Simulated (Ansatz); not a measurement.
## Equation of state of ZrN from a dense series

```xyz
2
Lattice="0.0000 2.2842 2.2842 2.2842 0.0000 2.2842 2.2842 2.2842 0.0000" Properties=species:S:1:pos:R:3 pbc="T T T"
Zr    0.0000    0.0000    0.0000
N     2.2842    2.2842    2.2842
```

Atoms are numbered in the order listed.

The cell is COD entry 4303945, as deposited and not checked against the literature; nothing was relaxed.

Spin polarisation is left out, and whether a magnetic state lies lower isn't shown here.

The calculation used Ansatz 0.2.0, DFT, PBE, all-electron LAPW, scalar-relativistic.

The runs use a Γ-centred 9×9×9 k mesh, Fermi–Dirac smearing of 0.01 eV, basis error target 0.25 meV/atom, no spin polarisation.

The cell is scaled evenly. Fractional coordinates are held (clamped ions).

```csv
V (Å³/atom),P (GPa)
11.203,23.39
11.209,23.21
11.442,16.42
11.561,13.20
11.680,10.14
11.799,7.24
11.918,4.48
12.038,1.87
12.157,-0.61
12.276,-2.96
12.395,-5.20
```

Question: Fit a third-order Birch–Murnaghan curve to the pressures.

Answer: P = (3B0/2)(y^(7/2) − y^(5/2))[1 + (3/4)(B0′ − 4)(y − 1)] with y = (V0/V)^(2/3) fits within 0.01 GPa for V0 = 12.127 Å³/atom, B0 = 249.2 GPa and B0′ = 4.28.

Question: Predict the pressure at the withheld volume, 12.634 Å³/atom.

Answer: There y = 0.9731, so the fit gives -9.34 GPa; the run gave -9.33 GPa.
